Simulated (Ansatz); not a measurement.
This Ansatz 0.2.0 run on GaSb needs a look.

Contents of input.yaml:

```yaml
crystal:
  lattice:
    - [0.0, 3.059, 3.059]
    - [3.059, 0.0, 3.059]
    - [3.059, 3.059, 0.0]
  atoms:
    - { symbol: Sb, position: [0.75, 0.75, 0.75] }
    - { symbol: Ga, position: [0.0, 0.0, 0.0] }
hamiltonian:
  xc: { exchange: slater, correlation: vwn5 }
  pseudopotentials: { kind: nc, accuracy: standard }
kpoints:
  mp_grid: { grid: [8, 8, 8] }
scf:
  occupations: { method: gaussian, width: 0.1 }
  max_iter: 75
output:
  forces: true
  stress: true
  eigenvalues: true
magnetization:
  spin_polarized: "yes please"
```

Potentials or basis: PseudoDojo standard.

The run is started by

```sh
$ ansatz run input.yaml --threads 1 --pin off --max-ram 2560MiB --backend cpu --events-out ev --progress --plain --runs-dir out
```

Output:

```text
Error: YAML parse error: error: line 22 column 19: invalid boolean (strict mode expects true/false)
  --> <input>:22:19
   |
20 |   eigenvalues: true
21 | magnetization:
22 |   spin_polarized: "yes please"
   |                   ^ invalid boolean (strict mode expects true/false)
```

Task: Diagnose the run.

Result: The input was rejected before any iteration. The input holds a flaw that was put in on purpose: a value of the wrong type (magnetization.spin_polarized = yes please).
